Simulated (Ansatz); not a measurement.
**Ta under pressure: fit and missing row**

Ta, Im-3m, a = 3.319 Å. Ansatz: PBE, PAW, 420 eV, Γ-centred 18×18×18 mesh on 1 atom, Gaussian smearing 0.10 eV; no spin polarisation. Cell and atoms are relaxed at each pressure, and no other structure is tried, so the rows at high pressure may lie past a change of phase.

```
V (Å³/atom) P (GPa)
          ?    39.99
     16.752    20.00
     17.433    10.00
     17.829     5.04
     18.099     1.94
     18.282    -0.04
     18.476    -2.05
```

Task: Take V0 = 18.282 Å³/atom, count pressures from its P0 = -0.04 GPa, fit the third-order Birch–Murnaghan form to the other rows, and predict the missing volume.

Result: With the Eulerian strain f = ½[(V0/V)^(2/3) − 1] and y = (P − P0)/[3f(1 + 2f)^(5/2)], the form is the line y = B0 + 1.5 B0 (B0′ − 4) f. Rows (f, y): 0.03000, 192.5; 0.01610, 192.0; 0.00843, 192.6; 0.00336, 193.2; -0.00351, 194.3. Means f = 0.01088, y = 192.92; Σ(Δf)² = 0.0006624, ΣΔfΔy = -0.03401; the slope is their ratio. y = 193.5 − 51.34 f GPa, so B0 = 193.5 GPa and B0′ = 4 + 2 × (-51.34)/(3 × 193.5) = 3.82. P = 39.99 GPa is met at f = 0.05411 (y = 190.72), so V = V0 (1 + 2f)^(−3/2) = 15.670 Å³/atom. The run gave 15.685 Å³/atom, so the fit is 0.015 Å³/atom too low, 0.54 % of the span of the series, against an rms of 0.002 Å³/atom on the fitted rows. The row lies outside the fitted range. A fourth-order term fitted to the same rows gives P = 41.00 GPa at this row's volume (the line 39.68, the run 39.99), no gain. With a term in f² added B0′ becomes 3.41, so this figure hangs on the form.

Spin–orbit coupling is left out, which can shift energies with elements as heavy as these.